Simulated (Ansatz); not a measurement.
## GeO2: response to strain

The parent structure is GeO2 in the rutile structure (space group P4_2/mnm, No. 136; a = 4.488 Å, c = 2.905 Å). Axes: x, y, z lie along a, b, c of the conventional cell.

Strains are applied to the cell and any free atomic positions relax; under biaxial strain the out-of-plane vector relaxes too.

The values are results of PBE (Ansatz, a program for electronic structure; PAW; 420 eV plane waves; without spin-orbit coupling), not measurements.

Notes on the quantities. pressure: mean of the normal stresses, compression positive.

```json
[
 {"change": "base", "volume per atom": "9.75 Å³", "band gap": "1.23 eV", "width of the top valence band": "1.79 eV", "pressure": "0.0 kbar"},
 {"change": "biaxial strain −2.06 %, plane normal [001], relaxed out of plane", "volume per atom": "9.48 Å³", "band gap": "?", "width of the top valence band": "?", "pressure": "?"},
 {"change": "biaxial strain +0.30 %, plane normal [001], relaxed out of plane", "volume per atom": "9.79 Å³", "band gap": "1.21 eV", "width of the top valence band": "1.78 eV", "pressure": "-6.0 kbar"},
 {"change": "biaxial strain +4.66 %, plane normal [001], relaxed out of plane", "volume per atom": "10.43 Å³", "band gap": "1.09 eV", "width of the top valence band": "1.61 eV", "pressure": "-66.1 kbar"},
 {"change": "isotropic strain −0.13 %", "volume per atom": "9.71 Å³", "band gap": "1.27 eV", "width of the top valence band": "1.80 eV", "pressure": "?"},
 {"change": "isotropic strain +1.27 %", "volume per atom": "10.13 Å³", "band gap": "0.79 eV", "width of the top valence band": "1.70 eV", "pressure": "-72.8 kbar"},
 {"change": "tensor shear ε_xz = −2.05 %", "volume per atom": "9.75 Å³", "band gap": "1.22 eV", "width of the top valence band": "–", "pressure": "2.8 kbar"}
]
```

Task: What belongs in the blanks?

Result: 
- biaxial strain −2.06 %, plane normal [001], relaxed out of plane, band gap: 1.40 eV
- biaxial strain −2.06 %, plane normal [001], relaxed out of plane, width of the top valence band: 1.83 eV
- biaxial strain −2.06 %, plane normal [001], relaxed out of plane, pressure: 48.0 kbar
- isotropic strain −0.13 %, pressure: 8.4 kbar

No phonon test of stability was made.
